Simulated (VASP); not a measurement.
Here is a VASP 6.6.1 calculation.

POSCAR

```
SnSe                                    
1.0
    0.0000000000      2.9758393126      2.9758393126
    2.9758393126      0.0000000000      2.9758393126
    2.9758393126      2.9758393126      0.0000000000
  Sn              Se            
     1     1
Direct
     0.0000000000000000    0.0000000000000000    0.0000000000000000
     0.5000000000000000    0.5000000000000000    0.5000000000000000
```

Contents of INCAR.step1:

```
  ALGO = Normal
  EDIFF = 1E-5
  ENCUT = 520
  GGA = PE
  ISIF = 2
  ISMEAR = 0
  LASPH = T
  LCHARG = F
  LREAL = F
  LWAVE = T
  NBANDS = 17
  NELM = 80
  PREC = Accurate
  SIGMA = 0.03
```

INCAR.step2

```
  ALGO = Normal
  EDIFF = 1E-6
  ENCUT = 520
  ISIF = 2
  ISMEAR = 0
  ISTART = 1
  LASPH = T
  LCHARG = F
  LREAL = F
  LWAVE = F
  METAGGA = MBJ
  NBANDS = 17
  NELM = 80
  PREC = Accurate
  SIGMA = 0.03
```

The input KPOINTS:

```
k-points
0
Gamma
  10 10 10
```

The input KPOINTS_OPT:

```
explicit points
159
Reciprocal
 0.0000000000  0.0000000000  0.0000000000 1
 0.0357142857  0.0000000000  0.0357142857 1
 0.0714285714  0.0000000000  0.0714285714 1
 0.1071428571  0.0000000000  0.1071428571 1
 0.1428571429  0.0000000000  0.1428571429 1
 0.1785714286  0.0000000000  0.1785714286 1
[... 151 lines left out ...]
 0.4250000000  0.0000000000  0.4250000000 1
 0.4500000000  0.0000000000  0.4500000000 1
```

Potentials or basis: VASP PAW PBE potentials, release 64 (Sn_d, Se).

Command:

```sh
$ cat potpaw_PBE.64/Sn_d/POTCAR potpaw_PBE.64/Se/POTCAR > POTCAR
$ cp INCAR.step1 INCAR
$ mpirun -np 1 vasp_std > vasp.out
$ cp INCAR.step2 INCAR
$ mpirun -np 1 vasp_std > vasp.out
```

(1) Predict the band gap along the path.

(2) Estimate the band gap on the k mesh.

Results:

(1) 0.08 eV, direct.

(2) 0.37 eV, direct.

Caveat: spin-orbit coupling is left out, which moves the levels of the heavy elements; the mesh misses the band edges, which the band path finds closer together.
